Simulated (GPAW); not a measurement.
# MnS (Fm-3m) in GPAW: further runs, part 2 of 2

GPAW 26.7.0. Earlier steps stand in the parts before.

## 4. Band structure, PBE, collinear spin, ferromagnetic start

Input file run.py:

```python
import spglib
from ase import Atoms
from ase.dft.bandgap import bandgap
from ase.io import read, write
from ase.units import GPa
from gpaw import GPAW, PW

atoms = read('MnS.cif')
cell, positions, numbers = spglib.find_primitive(
    (atoms.cell[:], atoms.get_scaled_positions(), atoms.numbers), symprec=1e-4)
atoms = Atoms(numbers, cell=cell, scaled_positions=positions, pbc=True)
atoms.set_initial_magnetic_moments([4.0, 0.0])

calc = GPAW(mode=PW(600),
            xc='PBE',
            kpts={'size': (7, 7, 7), 'gamma': True},
            occupations={'name': 'fermi-dirac', 'width': 0.05},
            setups={'Mn': 'v3', 'S': 'v3'},
            nbands=-11,
            convergence={'density': 1e-05, 'energy': 1e-05},
            maxiter=150,
            txt='gpaw.txt')
atoms.calc = calc
energy = atoms.get_potential_energy()
forces = atoms.get_forces()
stress = atoms.get_stress()
calc.write('gs.gpw')
write('result.traj', atoms)
print(f'Energy: {energy:.6f} eV')
print('Forces (eV/A):')
print(forces.round(4))
print('Stress (GPa):', (stress / GPa).round(3))
print('Moments:', calc.get_magnetic_moments().round(3))
print('Fermi level:', round(calc.get_fermi_level(), 4), 'eV')
print(f'Gap: {bandgap(calc)[0]:.4f} eV, direct: {bandgap(calc, direct=True)[0]:.4f} eV')

path = atoms.cell.bandpath('GXWKGLUWLK,UX', npoints=100, eps=1e-4)
bs_calc = calc.fixed_density(kpts=path, symmetry='off', nbands=-20,
                             convergence={'bands': 'CBM+6.0', 'eigenstates': 1e-6}, txt='bands.txt')
bs = bs_calc.band_structure()
bs.write('bs.json')
print(f'Gap on the path: {bandgap(bs_calc)[0]:.4f} eV')
```

Input file MnS.cif:

```cif
data_MnS
_cell_length_a 5.20900000
_cell_length_b 5.20900000
_cell_length_c 5.20900000
_cell_angle_alpha 90.00000000
_cell_angle_beta 90.00000000
_cell_angle_gamma 90.00000000
_space_group_name_H-M_alt 'Fm-3m'
_space_group_name_Hall '-F 4 2 3'
_space_group_IT_number 225
loop_
_space_group_symop_operation_xyz
'x,y,z'
'-x,-y,-z'
'-y,x,z'
'y,-x,-z'
'-x,-y,z'
'x,y,-z'
'y,-x,z'
'-y,x,-z'
'x,-y,-z'
'-x,y,z'
'-y,-x,-z'
'y,x,z'
'-x,y,-z'
'x,-y,z'
'y,x,-z'
'-y,-x,z'
'z,x,y'
'-z,-x,-y'
'z,-y,x'
'-z,y,-x'
'z,-x,-y'
'-z,x,y'
'z,y,-x'
'-z,-y,x'
'-z,x,-y'
'z,-x,y'
'-z,-y,-x'
'z,y,x'
'-z,-x,y'
'z,x,-y'
'-z,y,x'
'z,-y,-x'
'y,z,x'
'-y,-z,-x'
'x,z,-y'
'-x,-z,y'
'-y,z,-x'
'y,-z,x'
'-x,z,y'
'x,-z,-y'
'-y,-z,x'
'y,z,-x'
'-x,-z,-y'
'x,z,y'
'y,-z,-x'
'-y,z,x'
'x,-z,y'
'-x,z,-y'
'x,y+1/2,z+1/2'
'-x,-y+1/2,-z+1/2'
'-y,x+1/2,z+1/2'
'y,-x+1/2,-z+1/2'
[... 63 lines left out ...]
'-z+1/2,y,-x+1/2'
'z+1/2,-x,-y+1/2'
'-z+1/2,x,y+1/2'
'z+1/2,y,-x+1/2'
'-z+1/2,-y,x+1/2'
'-z+1/2,x,-y+1/2'
'z+1/2,-x,y+1/2'
'-z+1/2,-y,-x+1/2'
'z+1/2,y,x+1/2'
'-z+1/2,-x,y+1/2'
'z+1/2,x,-y+1/2'
'-z+1/2,y,x+1/2'
'z+1/2,-y,-x+1/2'
'y+1/2,z,x+1/2'
'-y+1/2,-z,-x+1/2'
'x+1/2,z,-y+1/2'
'-x+1/2,-z,y+1/2'
'-y+1/2,z,-x+1/2'
'y+1/2,-z,x+1/2'
'-x+1/2,z,y+1/2'
'x+1/2,-z,-y+1/2'
'-y+1/2,-z,x+1/2'
'y+1/2,z,-x+1/2'
'-x+1/2,-z,-y+1/2'
'x+1/2,z,y+1/2'
'y+1/2,-z,-x+1/2'
'-y+1/2,z,x+1/2'
'x+1/2,-z,y+1/2'
'-x+1/2,z,-y+1/2'
'x+1/2,y+1/2,z'
'-x+1/2,-y+1/2,-z'
'-y+1/2,x+1/2,z'
'y+1/2,-x+1/2,-z'
'-x+1/2,-y+1/2,z'
'x+1/2,y+1/2,-z'
'y+1/2,-x+1/2,z'
'-y+1/2,x+1/2,-z'
'x+1/2,-y+1/2,-z'
'-x+1/2,y+1/2,z'
'-y+1/2,-x+1/2,-z'
'y+1/2,x+1/2,z'
'-x+1/2,y+1/2,-z'
'x+1/2,-y+1/2,z'
'y+1/2,x+1/2,-z'
'-y+1/2,-x+1/2,z'
'z+1/2,x+1/2,y'
'-z+1/2,-x+1/2,-y'
'z+1/2,-y+1/2,x'
'-z+1/2,y+1/2,-x'
'z+1/2,-x+1/2,-y'
'-z+1/2,x+1/2,y'
'z+1/2,y+1/2,-x'
'-z+1/2,-y+1/2,x'
'-z+1/2,x+1/2,-y'
'z+1/2,-x+1/2,y'
'-z+1/2,-y+1/2,-x'
'z+1/2,y+1/2,x'
'-z+1/2,-x+1/2,y'
'z+1/2,x+1/2,-y'
'-z+1/2,y+1/2,x'
'z+1/2,-y+1/2,-x'
'y+1/2,z+1/2,x'
'-y+1/2,-z+1/2,-x'
'x+1/2,z+1/2,-y'
'-x+1/2,-z+1/2,y'
'-y+1/2,z+1/2,-x'
'y+1/2,-z+1/2,x'
'-x+1/2,z+1/2,y'
'x+1/2,-z+1/2,-y'
'-y+1/2,-z+1/2,x'
'y+1/2,z+1/2,-x'
'-x+1/2,-z+1/2,-y'
'x+1/2,z+1/2,y'
'y+1/2,-z+1/2,-x'
'-y+1/2,z+1/2,x'
'x+1/2,-z+1/2,y'
'-x+1/2,z+1/2,-y'
loop_
_atom_site_label
_atom_site_type_symbol
_atom_site_symmetry_multiplicity
_atom_site_Wyckoff_symbol
_atom_site_fract_x
_atom_site_fract_y
_atom_site_fract_z
_atom_site_occupancy
Mn1 Mn 4 a 0.0000000000 0.0000000000 0.0000000000 1
S1 S 4 b 0.5000000000 0.0000000000 0.0000000000 1
```

Potentials or basis: GPAW PAW data sets (gpaw-data 1.2.1), newer versions, pw.

The run is started by

```console
$ OMP_NUM_THREADS=1 python run.py
```

gpaw.txt:

```text
__  _  _
 | _ |_)|_||  |
 |__||  | ||/\| - 26.7.0

Input parameters:
  mode=PW(ecut=600.0),
  convergence={'density': 1e-05, 'energy': 1e-05},
  kpts=MonkhorstPack(size=(7, 7, 7), gamma=True),
  maxiter=150,
  nbands=-11,
  occupations=Occupations(name='fermi-dirac', width=0.05),
  setups={'Mn': 'v3', 'S': 'v3'},
  xc=XC(name='PBE')

Diagonalizing LCAO Hamiltonian
Converting LCAO to pw mode

               S

       Mn

Atoms  # Å, Bohr magnetons
|   | symbol |        x |        y |        z |    initial magnetic moments |
|---|--------|----------|----------|----------|-----------------------------|
| 0 |     Mn | 0.000000 | 0.000000 | 0.000000 | ( 0.0000,  0.0000,  4.0000) |
| 1 |      S | 2.604500 | 2.604500 | 2.604500 | ( 0.0000,  0.0000,  0.0000) |
[... 234 lines left out ...]
|------------|---------------|-----------|---------------|-----------|
|          0 |       -73.975 |     1.000 |       -69.357 |     1.000 |
|        ... |               |           |               |           |
|          3 |       -42.727 |     1.000 |       -38.183 |     1.000 |
|          4 |        -6.658 |     1.000 |        -6.373 |     1.000 |
|          5 |         4.572 |     1.000 |         6.256 |     1.000 |
|          6 |         4.572 |     1.000 |         6.256 |     1.000 |
|          7 |         4.572 |     1.000 |         6.256 |     1.000 |
|          8 |         4.669 |     1.000 |         8.266 |     0.005 |
|          9 |         4.669 |     1.000 |         8.266 |     0.005 |
|         10 |         6.049 |     1.000 |         8.266 |     0.005 |
|         11 |         6.049 |     1.000 |         8.315 |     0.002 |
|         12 |         6.049 |     1.000 |         8.315 |     0.002 |
|         13 |         9.627 |     0.000 |        10.665 |     0.000 |
|         14 |        16.441 |     0.000 |        17.472 |     0.000 |
|         15 |        16.441 |     0.000 |        17.472 |     0.000 |
|         16 |        16.441 |     0.000 |        17.472 |     0.000 |
|         17 |        18.551 |     0.000 |        18.741 |     0.000 |
|        ... |               |           |               |           |
|         22 |        20.048 |     0.000 |        21.774 |     0.000 |

No gap
No difference between direct/indirect transitions

Forces  # eV/Ang
|        x |        y |        z |
|----------|----------|----------|
| -0.00000 |  0.00000 | -0.00000 |  # Mn   0
| -0.00000 | -0.00000 | -0.00000 |  # S    1

Stress tensor  # eV/Ang^3
|        x |        y |        z |
|----------|----------|----------|
| 0.025715 | 0.000000 | 0.000000 |
| 0.000000 | 0.025715 | 0.000000 |
| 0.000000 | 0.000000 | 0.025715 |

# Writing to gs.gpw (mode='')
```

bands.txt:

```text
Diagonalizing LCAO Hamiltonian
Converting LCAO to pw mode
convergence criteria:
- Maximum integral of absolute [eigenst]ate change: 1e-06 eV^2 / valence electron
maximum number of iterations: 150

SCF iterations
|iter     | |      energy | eigst |  dens |  magmom |
[... 106 lines left out ...]
         [0.3875    , 0.3875    , 0.725     ],
         [0.375     , 0.375     , 0.75      ],
         [0.625     , 0.25      , 0.625     ],
         [0.60416667, 0.20833333, 0.60416667],
         [0.58333333, 0.16666667, 0.58333333],
         [0.5625    , 0.125     , 0.5625    ],
         [0.54166667, 0.08333333, 0.54166667],
         [0.52083333, 0.04166667, 0.52083333],
         [0.5       , 0.        , 0.5       ]])),
  maxiter=150,
  nbands=-20,
  occupations=Occupations(name='fermi-dirac', width=0.05),
  setups={'Mn': 'v3', 'S': 'v3'},
  symmetry=Symmetry(point_group=False, time_reversal=False),
  xc=XC(name='PBE')
```

It took 2.6 min on 1 thread of Intel Xeon Platinum 8259CL at 2.50GHz (Skylake/Cascade Lake), shared host; peak memory 0.34 GiB.

Results:

| Item | Value |
| --- | --- |
| Free energy | -14.4247 eV |
| Pressure | -4.1 GPa |
| Band gap along the path | none (metal or under the smearing width) |
| Net moment | 4.70 μB per cell |
| Site moments | Mn +4.02; S +0.10 μB |

Levels at the corners of the path, in eV from the Fermi level:
Spin up:
```
point  band 9  band 10  band 11  band 12  band 13  band 14  band 15  band 16
    Γ   -3.33    -3.33    -1.95    -1.95    -1.95     1.63     8.44     8.44
    X   -3.55    -3.08    -2.77    -2.77    -2.29     0.76     5.38    10.06
    W   -2.77    -2.72    -2.72    -2.48    -2.11     4.02     6.55     7.04
    K   -3.15    -2.85    -2.59    -2.27    -1.46     2.42     6.11     8.33
    Γ   -3.33    -3.33    -1.95    -1.95    -1.95     1.63     8.44     8.44
    L   -2.91    -2.91    -2.53     0.34     0.34     2.73     5.26     5.26
    U   -3.15    -2.85    -2.59    -2.27    -1.46     2.42     6.11     8.33
    W   -2.77    -2.72    -2.72    -2.48    -2.11     4.02     6.55     7.04
    L   -2.91    -2.91    -2.53     0.34     0.34     2.73     5.26     5.26
    K   -3.15    -2.85    -2.59    -2.27    -1.46     2.42     6.11     8.33
    U   -3.15    -2.85    -2.59    -2.27    -1.46     2.42     6.11     8.33
    X   -3.55    -3.08    -2.77    -2.77    -2.29     0.76     5.38    10.06
```
Spin down:
| point | band 5 | band 6 | band 7 | band 8 | band 9 | band 10 | band 11 | band 12 |
| --- | --- | --- | --- | --- | --- | --- | --- | --- |
| Γ | -14.37 | -1.74 | -1.74 | -1.74 | 0.27 | 0.27 | 0.27 | 0.32 |
| X | -12.93 | -5.64 | -3.26 | -3.26 | -0.85 | 0.75 | 1.49 | 1.49 |
| W | -12.85 | -4.82 | -4.82 | -4.23 | 0.96 | 0.96 | 1.17 | 1.45 |
| K | -12.88 | -5.23 | -4.85 | -3.42 | 0.23 | 1.36 | 1.46 | 1.49 |
| Γ | -14.37 | -1.74 | -1.74 | -1.74 | 0.27 | 0.27 | 0.27 | 0.32 |
| L | -13.10 | -6.45 | -3.43 | -3.43 | 1.24 | 1.24 | 1.43 | 3.15 |
| U | -12.88 | -5.23 | -4.85 | -3.42 | 0.23 | 1.36 | 1.46 | 1.49 |
| W | -12.85 | -4.82 | -4.82 | -4.23 | 0.96 | 0.96 | 1.17 | 1.45 |
| L | -13.10 | -6.45 | -3.43 | -3.43 | 1.24 | 1.24 | 1.43 | 3.15 |
| K | -12.88 | -5.23 | -4.85 | -3.42 | 0.23 | 1.36 | 1.46 | 1.49 |
| U | -12.88 | -5.23 | -4.85 | -3.42 | 0.23 | 1.36 | 1.46 | 1.49 |
| X | -12.93 | -5.64 | -3.26 | -3.26 | -0.85 | 0.75 | 1.49 | 1.49 |

Caveat: a cell with one magnetic atom can't hold antiferromagnetic order, which such compounds often take; semilocal functionals often make such compounds metallic where correlation or magnetic order opens a gap, which also shifts bond lengths.

## 5. Band structure, PBE, collinear spin, ferromagnetic start

run.py: that of step 4 with these lines changed.

```diff
@@ -1,3 +1 @@
-import spglib
-from ase import Atoms
 from ase.dft.bandgap import bandgap
@@ -7,6 +5,3 @@
 
-atoms = read('MnS.cif')
-cell, positions, numbers = spglib.find_primitive(
-    (atoms.cell[:], atoms.get_scaled_positions(), atoms.numbers), symprec=1e-4)
-atoms = Atoms(numbers, cell=cell, scaled_positions=positions, pbc=True)
+atoms = read('MnS.xyz')
 atoms.set_initial_magnetic_moments([4.0, 0.0])
@@ -17,4 +12,3 @@
             occupations={'name': 'fermi-dirac', 'width': 0.05},
-            setups={'Mn': 'v3', 'S': 'v3'},
-            nbands=-11,
+            nbands=21,
             convergence={'density': 1e-05, 'energy': 1e-05},
@@ -36,4 +30,4 @@
 
-path = atoms.cell.bandpath('GXWKGLUWLK,UX', npoints=100, eps=1e-4)
-bs_calc = calc.fixed_density(kpts=path, symmetry='off', nbands=-20,
+path = atoms.cell.bandpath('GXWKGLUWLK,UX', npoints=60, eps=1e-4)
+bs_calc = calc.fixed_density(kpts=path, symmetry='off', nbands=32,
                              convergence={'bands': 'CBM+6.0', 'eigenstates': 1e-6}, txt='bands.txt')
```

Input file MnS.xyz:

```xyz
2
Lattice="0.0000000000 2.6045000000 2.6045000000 2.6045000000 0.0000000000 2.6045000000 2.6045000000 2.6045000000 0.0000000000" Properties=species:S:1:pos:R:3 pbc="T T T"
Mn     0.0000000000      0.0000000000      0.0000000000
S      2.6045000000      2.6045000000      2.6045000000
```

Potentials or basis: GPAW PAW data sets (gpaw-data 1.2.1), pw.

The run is started by

```console
$ OMP_NUM_THREADS=1 python run.py
```

Run time: 1.7 min. Hardware: 1 thread of Intel Xeon Platinum 8259CL at 2.50GHz (Skylake/Cascade Lake), shared host; peak memory 0.27 GiB.

Results (log left out):

```yaml
Free_energy: -14.6688 eV
Pressure: -3.3 GPa
Band_gap_along_the_path: none (metal or under the smearing width)
Net_moment: 4.67 μB per cell
Site_moments: Mn +4.14; S +0.10 μB
```

Levels at the corners of the path, in eV from the Fermi level:
Spin up:
```
point  band 9  band 10  band 11  band 12  band 13  band 14  band 15  band 16
    Γ   -3.32    -3.32    -2.00    -2.00    -2.00     1.57     8.47     8.47
    X   -3.61    -3.07    -2.75    -2.75    -2.26     0.71     5.43    10.01
    W   -2.75    -2.71    -2.71    -2.45    -2.10     4.01     6.49     7.02
    K   -3.15    -2.83    -2.57    -2.25    -1.45     2.38     6.11     8.28
    Γ   -3.32    -3.32    -2.00    -2.00    -2.00     1.57     8.47     8.47
    L   -2.89    -2.89    -2.51     0.38     0.38     2.67     5.21     5.21
    U   -3.15    -2.83    -2.57    -2.25    -1.45     2.38     6.11     8.28
    W   -2.75    -2.71    -2.71    -2.45    -2.10     4.01     6.49     7.02
    L   -2.89    -2.89    -2.51     0.38     0.38     2.67     5.21     5.21
    K   -3.15    -2.83    -2.57    -2.25    -1.45     2.38     6.11     8.28
    U   -3.15    -2.83    -2.57    -2.25    -1.45     2.38     6.11     8.28
    X   -3.61    -3.07    -2.75    -2.75    -2.26     0.71     5.43    10.01
```
Spin down:
| point | band 5 | band 6 | band 7 | band 8 | band 9 | band 10 | band 11 | band 12 |
| --- | --- | --- | --- | --- | --- | --- | --- | --- |
| Γ | -14.42 | -1.80 | -1.80 | -1.80 | 0.23 | 0.23 | 0.23 | 0.27 |
| X | -12.99 | -5.70 | -3.32 | -3.32 | -0.90 | 0.71 | 1.49 | 1.49 |
| W | -12.90 | -4.88 | -4.88 | -4.28 | 0.94 | 0.94 | 1.14 | 1.43 |
| K | -12.94 | -5.29 | -4.90 | -3.48 | 0.19 | 1.35 | 1.43 | 1.49 |
| Γ | -14.42 | -1.80 | -1.80 | -1.80 | 0.23 | 0.23 | 0.23 | 0.27 |
| L | -13.17 | -6.50 | -3.49 | -3.49 | 1.23 | 1.23 | 1.42 | 3.18 |
| U | -12.94 | -5.29 | -4.90 | -3.48 | 0.19 | 1.35 | 1.43 | 1.49 |
| W | -12.90 | -4.88 | -4.88 | -4.28 | 0.94 | 0.94 | 1.14 | 1.43 |
| L | -13.17 | -6.50 | -3.49 | -3.49 | 1.23 | 1.23 | 1.42 | 3.18 |
| K | -12.94 | -5.29 | -4.90 | -3.48 | 0.19 | 1.35 | 1.43 | 1.49 |
| U | -12.94 | -5.29 | -4.90 | -3.48 | 0.19 | 1.35 | 1.43 | 1.49 |
| X | -12.99 | -5.70 | -3.32 | -3.32 | -0.90 | 0.71 | 1.49 | 1.49 |

Caveat: a cell with one magnetic atom can't hold antiferromagnetic order, which such compounds often take; semilocal functionals often make such compounds metallic where correlation or magnetic order opens a gap, which also shifts bond lengths.

## 6. Overview

| task | level | potentials or basis | U | k mesh | band path | band points | data set | pressure (GPa) | moment (μB) |
| --- | --- | --- | --- | --- | --- | --- | --- | --- | --- |
| equation of state | PBEsol | PAW data sets generated in the run's folder for this functional, pw | - | 9 × 9 × 9 | - | - | - | - | - |
| band structure | PBE+U | GPAW PAW data sets (gpaw-data 1.2.1), pw | Mn d U = 5.3 eV | 7 × 7 × 7 | GXWKGLUWLK,UX | 80 | - | 6.2 | 5.00 |
| band structure | PBE | GPAW PAW data sets (gpaw-data 1.2.1), newer versions, pw | - | 7 × 7 × 7 | GXWKGLUWLK,UX | 100 | Mn v3, S v3 | -4.1 | 4.70 |
| band structure | PBE | GPAW PAW data sets (gpaw-data 1.2.1), pw | - | 7 × 7 × 7 | GXWKGLUWLK,UX | 60 | - | -3.3 | 4.67 |

Alike in all rows: spin collinear, ferromagnetic start; cell as given; cutoff (eV) 600; smearing fermi-dirac 0.05 eV.

Caveats: a cell with one magnetic atom can't hold antiferromagnetic order, which such compounds often take (some runs); semilocal functionals often make such compounds metallic where correlation or magnetic order opens a gap, which also shifts bond lengths (some runs); the mesh misses the band edges, which the band path finds closer together (some runs).

Total energies depend on the potentials used, so only differences within one code and one set of settings carry meaning.
